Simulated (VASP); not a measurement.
# BaTiO3 (Pm-3m) in VASP: notebook

One crystal, BaTiO3, is run at these levels: PBE; tasks: single point.

Everything below comes from runs of VASP 6.6.1. Logs are shortened: lines on timing, memory, paths and dates and some standing lists are left out, and cuts for length are marked.

### 1 The crystal as given

The structure is cubic, space group Pm-3m (No. 221). Conventional cell: a = 4.006 Å, b = 4.006 Å, c = 4.006 Å, α = 90.00°, β = 90.00°, γ = 90.00°. Ba (site symmetry m-3m) has 12 O at 2.83 Å as nearest neighbours. Around Ti (site symmetry m-3m) lie 6 O at 2.00 Å. Around O (site symmetry 4/mmm) lie 2 Ti at 2.00 Å.

### 2 Single point, PBE

Input file INCAR:

```
  PREC = Accurate
  ENCUT = 460
  EDIFF = 1E-7
  ISMEAR = 0
  SIGMA = 0.1
  LREAL = False
  LASPH = True
  NELM = 100
  ALGO = Normal
  ISIF = 2
  LWAVE = False
  LCHARG = False
  GGA = PE
  NBANDS = 28
  ADDGRID = False
```

Input file KPOINTS:

```
regular mesh
0
Gamma
  4 4 4
```

Input file POSCAR:

```
BaTiO3
1.0
    4.0060000000      0.0000000000      0.0000000000
    0.0000000000      4.0060000000      0.0000000000
    0.0000000000      0.0000000000      4.0060000000
Ba Ti O
1 1 3
Direct
    0.5000000000      0.5000000000      0.5000000000
    0.0000000000      0.0000000000      0.0000000000
    0.0000000000      0.0000000000      0.5000000000
    0.0000000000      0.5000000000      0.0000000000
    0.5000000000      0.0000000000      0.0000000000
```

Potentials or basis: VASP PAW PBE potentials, release 64 (Ba_sv, Ti_sv, O).

Run with:

```console
$ cat potpaw_PBE.64/Ba_sv/POTCAR potpaw_PBE.64/Ti_sv/POTCAR potpaw_PBE.64/O/POTCAR > POTCAR
$ mpirun -np 1 vasp_std > vasp.out
```

OUTCAR:

```text
PREC = Accurate
   ENCUT = 460
   EDIFF = 1E-7
   ISMEAR = 0
   LREAL = False
   LASPH = True
   NELM = 100
   ISIF = 2
   GGA = PE

 Found     10 irreducible k-points:

 Following reciprocal coordinates:
            Coordinates               Weight
  0.000000  0.000000  0.000000      1.000000
  0.250000  0.000000  0.000000      6.000000
  0.500000  0.000000  0.000000      3.000000
  0.250000  0.250000  0.000000     12.000000
  0.500000  0.250000  0.000000     12.000000
  0.500000  0.500000  0.000000      3.000000
   k-points           NKPTS =     10   k-points in BZ     NKDIM =     10   number of bands    NBANDS=     28
   number of dos      NEDOS =    301   number of ions     NIONS =      5
   total plane-waves  NPLWV =  21952
   dimension x,y,z NGX =    28 NGY =   28 NGZ =   28
   dimension x,y,z NGXF=    56 NGYF=   56 NGZF=   56
   ions per type =               1   1   3
   NGX,Y,Z   is equivalent  to a cutoff of  11.62, 11.62, 11.62 a.u.
   NGXF,Y,Z  is equivalent  to a cutoff of  23.24, 23.24, 23.24 a.u.
 SYSTEM =  unknown system
   PREC   = accura    normal or accurate (medium, high low for compatibility)
   ISTART =      0    job   : 0-new  1-cont  2-samecut
   ICHARG =      2    charge: 1-file 2-atom 10-const
   ISPIN  =      1    spin polarized calculation?
   LNONCOLLINEAR =      F non collinear calculations
   LSORBIT =      F    spin-orbit coupling
   LASPH  =      T    aspherical Exc in radial PAW
   ENCUT  =  460.0 eV  33.81 Ry    5.81 a.u.   7.01  7.01  7.01*2*pi/ulx,y,z
   NELM   =    100;   NELMIN=  2; NELMDL= -5     # of ELM steps
   EDIFF  = 0.1E-06   stopping-criterion for ELM
   LREAL  =      F    real-space projection
   EDIFFG = 0.1E-05   stopping-criterion for IOM
   NSW    =      0    number of steps for IOM
   IBRION =     -1    ionic relax: 0-MD 1-quasi-New 2-CG
   NFREE  =      0    steps in history (QN), initial steepest desc. (CG)
   ISIF   =      2    stress and relaxation
   ISYM   =      2    0-nonsym 1-usesym 2-fastsym
   POTIM  = 0.5000    time-step for ionic-motion
   TEBEG  =    0.0;   TEEND  =   0.0 temperature during run
   PSTRESS=    0.0 pullay stress
   NELECT =      40.0000    total number of electrons
   NUPDOWN=      -1.0000    fix difference up-down
   EMIN   =  10.00;   EMAX   =-10.00  energy-range for DOS
   EFERMI =   0.00;   METHOD = LEGACY
   ISMEAR =     0;   SIGMA  =   0.10  broadening in eV -4-tet -1-fermi 0-gaus
   EFERMI_NEDOS =   21; number of points for ismear=-14 and -15
   IALGO  =     38    algorithm
   IMIX   =      4    mixing-type and parameters
     AMIX     =   0.40;   BMIX     =  1.00
     AMIX_MAG =   1.60;   BMIX_MAG =  1.00
  volume/ion in A,a.u.               =      12.86        86.77
  Fermi-wavevector in a.u.,A,eV,Ry     =   1.397603  2.641087 26.576187  1.953295
  Thomas-Fermi vector in A             =   2.520843
   LORBIT       =      0    0 simple, 1 ext, 2 COOP (PROOUT), +10 PAW based schemes
   GGA     = PE    functional components
   LHFCALC =     F    Hartree Fock is set to
   AEXX    =    0.0000 exact exchange contribution
   IVDW    =     0    specifies the selected vdW correction
   LEPSILON=     F    determine dielectric tensor
   LRPA    =     F    only Hartree local field effects (RPA)
 non-spin polarized calculation
 Gauss-broadening in eV      SIGMA  =   0.10
  energy-cutoff  :      460.00
  volume of cell :       64.29
 maximum number of plane-waves:      1472
   NGX = 15   NGY = 15   NGZ = 15

 number of electron      40.0000032 magnetization

 Free energy of the ion-electron system (eV)
  ---------------------------------------------------
  ext. energy  EPLUGINS =         0.00000000
  ---------------------------------------------------
  free energy    TOTEN  =       -39.96199447 eV

  energy without entropy =      -39.96199447  energy(sigma->0) =      -39.96199447

 E-fermi :   4.3424     XC(G=0): -11.2461

 val. band max:        3.8169258941   @ k =   0.5000   0.5000   0.5000
 cond. band min:       5.5388786540   @ k =   0.0000   0.0000   0.0000
 fundamental gap:      1.7219527599
 Fermi energy:         4.3423950910

 k-point     1 :       0.0000    0.0000    0.0000
  band No.  band energies     occupation
      1     -52.8559      2.00000
      2     -29.0657      2.00000
      3     -29.0657      2.00000
      4     -29.0657      2.00000
      5     -21.0048      2.00000
      6     -13.0684      2.00000
      7     -12.3900      2.00000
      8     -12.3900      2.00000
      9      -6.1812      2.00000
     10      -6.1812      2.00000
     11      -6.1812      2.00000
     12       1.5125      2.00000
     13       1.5125      2.00000
     14       1.5125      2.00000
     15       2.7300      2.00000
     16       2.7300      2.00000
     17       2.7300      2.00000
     18       3.6684      2.00000
     19       3.6684      2.00000
     20       3.6684      2.00000
     21       5.5389      0.00000
     22       5.5389      0.00000
     23       5.5389      0.00000
     24       7.6814      0.00000
     25       7.6814      0.00000
     26       8.8635      0.00000
     27       8.8635      0.00000
     28      11.1694      0.00000

 k-point     2 :       0.2500    0.0000    0.0000
  band No.  band energies     occupation
      1     -52.8555      2.00000
      2     -29.0915      2.00000
      3     -29.0648      2.00000
      4     -29.0648      2.00000
      5     -20.9466      2.00000
      6     -13.1385      2.00000
      7     -12.3721      2.00000
      8     -12.2994      2.00000
      9      -6.0997      2.00000
     10      -6.0997      2.00000
     11      -5.9730      2.00000
     12       0.6475      2.00000
     13       1.3286      2.00000
     14       1.3286      2.00000
     15       2.2336      2.00000
     16       2.2336      2.00000
     17       2.2790      2.00000
     18       2.5748      2.00000
     19       3.3408      2.00000
     20       3.3408      2.00000
     21       5.6154      0.00000
     22       6.4989      0.00000
     23       6.4989      0.00000
     24       7.6850      0.00000
     25       8.8944      0.00000
     26       9.8604      0.00000
     27       9.9808      0.00000
     28      12.1725      0.00000

 k-point     3 :       0.5000    0.0000    0.0000
  band No.  band energies     occupation
      1     -52.8549      2.00000
      2     -29.1170      2.00000
      3     -29.0638      2.00000
      4     -29.0638      2.00000
      5     -20.8869      2.00000
      6     -13.2910      2.00000
      7     -12.3535      2.00000
      8     -12.0989      2.00000
      9      -6.0139      2.00000
     10      -6.0139      2.00000
     11      -5.7690      2.00000
     12      -0.1767      2.00000
     13       1.0428      2.00000
     14       1.0428      2.00000
     15       1.8643      2.00000
     16       1.9039      2.00000
     17       1.9879      2.00000
     18       1.9879      2.00000
     19       3.1016      2.00000
     20       3.1016      2.00000
     21       5.6956      0.00000
     22       7.2723      0.00000
     23       7.2723      0.00000
     24       7.6884      0.00000
     25       9.7004      0.00000
     26      10.8957      0.00000
     27      11.4008      0.00000
     28      12.0031      0.00000

 k-point     4 :       0.2500    0.2500    0.0000
  band No.  band energies     occupation
      1     -52.8549      2.00000
      2     -29.0906      2.00000
      3     -29.0898      2.00000
      4     -29.0638      2.00000
      5     -20.8985      2.00000
      6     -13.0326      2.00000
      7     -12.3635      2.00000
      8     -12.3004      2.00000
      9      -6.1951      2.00000
     10      -6.0097      2.00000
     11      -5.9030      2.00000
     12       0.3321      2.00000
     13       0.7898      2.00000
     14       1.1304      2.00000
     15       1.2879      2.00000
     16       1.7656      2.00000
     17       2.3156      2.00000
     18       2.8085      2.00000
     19       2.8659      2.00000
     20       3.3257      2.00000
     21       6.4589      0.00000
     22       6.5905      0.00000
     23       6.8338      0.00000
     24       8.2482      0.00000
     25       9.6882      0.00000
     26      10.5308      0.00000
     27      11.0671      0.00000
     28      12.3781      0.00000

 k-point     5 :       0.5000    0.2500    0.0000
  band No.  band energies     occupation
      1     -52.8545      2.00000
      2     -29.1154      2.00000
      3     -29.0889      2.00000
      4     -29.0628      2.00000
      5     -20.8493      2.00000
      6     -13.0319      2.00000
      7     -12.3188      2.00000
      8     -12.2153      2.00000
      9      -6.1266      2.00000
     10      -6.0036      2.00000
     11      -5.9144      2.00000
     12      -0.2667      2.00000
     13       0.4114      2.00000
     14       0.6053      2.00000
     15       1.0793      2.00000
     16       1.5450      2.00000
     17       2.4332      2.00000
     18       2.5225      2.00000
     19       2.6980      2.00000
     20       3.3110      2.00000
     21       6.5555      0.00000
     22       7.2746      0.00000
     23       7.3925      0.00000
     24       8.3507      0.00000
     25      10.5057      0.00000
     26      11.4318      0.00000
     27      12.3885      0.00000
     28      12.5392      0.00000

 k-point     6 :       0.5000    0.5000    0.0000
  band No.  band energies     occupation
      1     -52.8540      2.00000
      2     -29.1138      2.00000
      3     -29.1138      2.00000
      4     -29.0619      2.00000
      5     -20.8110      2.00000
      6     -12.7105      2.00000
      7     -12.3340      2.00000
      8     -12.3340      2.00000
      9      -6.2137      2.00000
     10      -6.2137      2.00000
     11      -5.8086      2.00000
     12      -0.4822      2.00000
     13      -0.2253      2.00000
     14      -0.0372      2.00000
     15       1.1322      2.00000
     16       1.1322      2.00000
     17       2.0937      2.00000
     18       2.9438      2.00000
     19       2.9438      2.00000
     20       3.7267      2.00000
     21       7.2786      0.00000
     22       7.2786      0.00000
     23       7.6907      0.00000
     24       8.5333      0.00000
     25      11.4426      0.00000
     26      11.6250      0.00000
     27      12.0196      0.00000
     28      13.6699      0.00000

 [... further k-points ...]
[... 5 lines left out ...]
  --------------------------------------------------------------------------------------
  -------------------------------------------------------------------------------------
  Total        1.0702526      1.0702526      1.0702526     -0.0000000     -0.0000000      0.0000000
  in kB       26.6725199     26.6725199     26.6725199     -0.0000000     -0.0000000      0.0000000
  external PRESSURE =      26.6725199 kB  Pullay stress =       0.0000000 kB

 VOLUME and BASIS-vectors are now :
 -----------------------------------------------------------------------------
  energy-cutoff  :      460.00
  volume of cell :       64.29
      direct lattice vectors                 reciprocal lattice vectors
     4.006000000  0.000000000  0.000000000     0.249625562  0.000000000  0.000000000
     0.000000000  4.006000000  0.000000000     0.000000000  0.249625562  0.000000000
     0.000000000  0.000000000  4.006000000     0.000000000  0.000000000  0.249625562

 POSITION                                       TOTAL-FORCE (eV/Angst)
 -----------------------------------------------------------------------------------
      2.00300      2.00300      2.00300         0.000000      0.000000      0.000000
      0.00000      0.00000      0.00000         0.000000      0.000000      0.000000
      0.00000      0.00000      2.00300         0.000000      0.000000      0.000000
      0.00000      2.00300      0.00000         0.000000      0.000000      0.000000
      2.00300      0.00000      0.00000         0.000000      0.000000      0.000000
 -----------------------------------------------------------------------------------
    total drift:                               -0.000000      0.000000     -0.000000

  FREE ENERGIE OF THE ION-ELECTRON SYSTEM (eV)
  ---------------------------------------------------
  free  energy   TOTEN  =       -39.9619944740 eV

  energy  without entropy=      -39.9619944740  energy(sigma->0) =      -39.96199447
```

It took 8.6 s on 1 thread of Intel Xeon 6975P-C (Granite Rapids), shared host; peak memory 0.16 GiB.

The run converged, but some of its settings lie outside the range that counts as converged, so its numbers aren't taken as properties of the crystal.

What came out:

```yaml
Free_energy: -39.9620 eV
Pressure: 2.7 GPa
Band_gap_on_the_k_mesh: 1.72 eV, indirect (least direct gap 1.87 eV)
```

Caveat: the cutoff is under 1.25 times the usual one of these potentials, so pressure, stress and relaxed cells hold a basis-set (Pulay) error; spin-orbit coupling is left out, which moves the levels of the heavy elements.

[end of part 1 of 2]
